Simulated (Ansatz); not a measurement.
Ag2O squeezed and stretched

A database entry relaxed whole under r2SCAN (Pn-3m):

```yaml
crystal:
  lattice:
    - [4.75735, 0.00000, 0.00000]
    - [0.00000, 4.75735, 0.00000]
    - [0.00000, 0.00000, 4.75735]
  atoms:
    - { symbol: Ag, position: [0.25000, 0.25000, 0.25000] }
    - { symbol: Ag, position: [0.25000, 0.75000, 0.75000] }
    - { symbol: Ag, position: [0.75000, 0.75000, 0.25000] }
    - { symbol: Ag, position: [0.75000, 0.25000, 0.75000] }
    - { symbol: O, position: [0.00000, 0.00000, 0.00000] }
    - { symbol: O, position: [0.50000, 0.50000, 0.50000] }
```

The cell was scaled uniformly, its shape held, and the atoms relaxed at each volume with plane-wave PAW DFT (Ansatz 0.2.0; r2SCAN, 500 eV, 7×7×7 Γ-centred mesh, fermi-dirac occupations of width 0.100 eV; no spin, no spin-orbit coupling). One row is withheld.

```
volume (Å³/atom)  energy over the lowest (meV/atom)  pressure (GPa)
          16.868                               18.9            6.03
          17.227                                8.1            3.78
          17.586                                  ?               ?
          17.945                                0.0            0.02
          18.304                                1.8           -1.54
          18.663                                6.9           -2.91
          19.022                               14.8           -4.13
```

Q: Fit the pressures of the other rows to the third-order Birch-Murnaghan form.

A: With f = [(V₀/V)^(2/3) − 1]/2 and P = 3B₀f(1 + 2f)^(5/2)[1 + 3(B₀′ − 4)f/2], least squares gives V₀ = 17.95 Å³ an atom, B₀ = 82.7 GPa and B₀′ = 5.1; the rows miss the fit by less than 0.01 GPa. The slope of the energies differs from these pressures by less than 0.05 GPa.

Q: What does the withheld row hold?

A: The fit gives 1.79 GPa at 17.586 Å³; the run gave 1.79 GPa and 1.9 meV an atom.

Caveats: the shape of the cell was held; 0 K, fixed nuclei; the symmetry was kept, and this need not be the phase that is stable at 0 K; one mesh for all volumes; pressure is positive in compression.
